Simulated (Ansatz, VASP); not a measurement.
**Sb: VASP beside Ansatz**

```
Sb
1.0
    -1.55523    1.55523    2.67529
     1.55523   -1.55523    2.67529
     1.55523    1.55523   -2.67529
Sb
1
Direct
  0.00000 0.00000 0.00000
```

Change from the starting cell: volume scaled by 0.96.

Alike in both runs: task single point; functional PBE; k mesh 12 × 12 × 12; occupations fermi-dirac, width 0.05 eV; no spin polarisation.

|  | VASP | Ansatz |
| --- | --- | --- |
| version | VASP 6.6.1 | Ansatz 0.2.0 |
| potentials or method | VASP PAW PBE potentials, release 64 (Sb), cutoff 520 eV | all-electron LAPW, scalar-relativistic |

Ansatz gave:

- gap on the k mesh at the Fermi level (eV): none
- pressure (GPa): 4.8
- largest component of the traceless stress (GPa): 0.95

**Question.** Estimate VASP's values.

**Answer.** gap on the k mesh at the Fermi level (eV): none; pressure (GPa): 4.7; largest component of the traceless stress (GPa): 0.99.

A gap of «none» marks a metal or a gap that the smearing closes. Ansatz ran all-electron here, so the differences hold the error of VASP's frozen core and of both bases.

The runs have no spin-orbit coupling, so splittings on Sb are missing.
